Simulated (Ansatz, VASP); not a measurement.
## Two plane-wave programs on LaH3

Contents of INCAR:

```
SYSTEM = LaH3
PREC = Accurate
ENCUT = 520
EDIFF = 1E-6
ISMEAR = -1
SIGMA = 0.02
LREAL = .FALSE.
LASPH = .TRUE.
NELM = 100
ALGO = Normal
ISIF = 2
LWAVE = .FALSE.
LCHARG = .FALSE.
GGA = PS
NBANDS = 15
```

The input KPOINTS:

```
regular mesh
0
G
  6 6 6
  0 0 0
```

POSCAR

```
LaH3
1.0
   -1.9700893349      1.9700893349      2.7870153381
    1.9700893349     -1.9700893349      2.7870153381
    1.9700893349      1.9700893349     -2.7870153381
La H
1 3
Direct
    0.0000000000      0.0000000000      0.0000000000
    0.7500000000      0.2500000000      0.5000000000
    0.2500000000      0.7500000000      0.5000000000
    0.5000000000      0.5000000000      0.0000000000
```

Input for Ansatz:

```yaml
crystal:
  lattice:
    - [-1.9700893349, 1.9700893349, 2.7870153381]
    - [1.9700893349, -1.9700893349, 2.7870153381]
    - [1.9700893349, 1.9700893349, -2.7870153381]
  atoms:
    - { symbol: La, position: [0.0, 0.0, 0.0] }
    - { symbol: H, position: [0.75, 0.25, 0.5] }
    - { symbol: H, position: [0.25, 0.75, 0.5] }
    - { symbol: H, position: [0.5, 0.5, 0.0] }
kpoints:
  mp_grid: { grid: [6, 6, 6] }
hamiltonian:
  xc: pbesol
scf:
  occupations: { method: fermi_dirac, width: 0.02 }
  n_extra_bands: 5
output:
  forces: true
  stress: true
  eigenvalues: true
```

The cell comes from a database or a generator and needn't be the stable form of this composition.

Alike in both runs: task single point; functional PBEsol; k mesh 6 × 6 × 6; occupations fermi-dirac, width 0.02 eV; no spin polarisation.

```csv
,VASP,Ansatz
version,VASP 6.6.1,Ansatz 0.2.0
potentials or method,"VASP PAW PBE potentials, release 64 (La, H)","plane waves, PAW"
plane-wave cutoff (eV),520,420
valence electrons in the cell,14,14
```

VASP gave:

- pressure (GPa): -3.2

Question: Which values does Ansatz return?

Answer: Pressure (GPa): -3.1.

Caveats: the k mesh is coarse (spacing up to 0.38 Å⁻¹), so the values aren't converged; the PAW data sets were made with another functional, which shifts forces and pressure a little (VASP). Spin-orbit coupling is left out, which matters for the levels of La.
